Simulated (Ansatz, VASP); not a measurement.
**GaP: VASP beside Ansatz**

```xyz
12
Lattice="2.3259 -2.4461 0.0000 2.3259 2.4461 0.0000 0.0000 0.0000 13.3978" Properties=species:S:1:pos:R:3 pbc="T T T"
P     2.3259   -0.5374    0.9611
P     2.3259    0.5374   12.4367
P     2.3259    0.5374    7.6600
P     2.3259   -0.5374    5.7378
P     2.3259   -1.8941    3.3494
P     2.3259    1.8941   10.0483
Ga    2.3259   -1.9286    7.9196
Ga    2.3259    1.9286    5.4782
Ga    2.3259    1.9286    1.2207
Ga    2.3259   -1.9286   12.1770
Ga    2.3259    0.4386    3.3494
Ga    2.3259   -0.4386   10.0483
```

Measurements of this composition are mostly on another form, of space group No. 216.

Alike in both runs: functional PBE; k mesh 6 × 6 × 2; occupations gaussian, width 0.1 eV; no spin polarisation.

Ansatz relaxed the structure, and its values are those at the end. VASP's run is a single point on that final structure, the one shown.

|  | VASP | Ansatz |
| --- | --- | --- |
| version | VASP 6.6.1 | Ansatz 0.2.0 |
| potentials or method | VASP PAW PBE potentials, release 64 (P, Ga_d) | scalar-relativistic, plane waves, PAW |
| plane-wave cutoff (eV) | 520 | 420 |
| valence electrons in the cell | 108 | 108 |

VASP gave:

| Item | Value |
| --- | --- |
| gap on the k mesh at the Fermi level (eV) | none |
| rms of the force components (eV/Å) | 0.015 |

What did Ansatz give for the same quantities?

gap on the k mesh at the Fermi level (eV): none; rms of the force components (eV/Å): 0.012.

A gap of «none» marks a metal or a gap that the smearing closes. With one functional, cell and mesh, what is left measures potentials, basis and numerics.
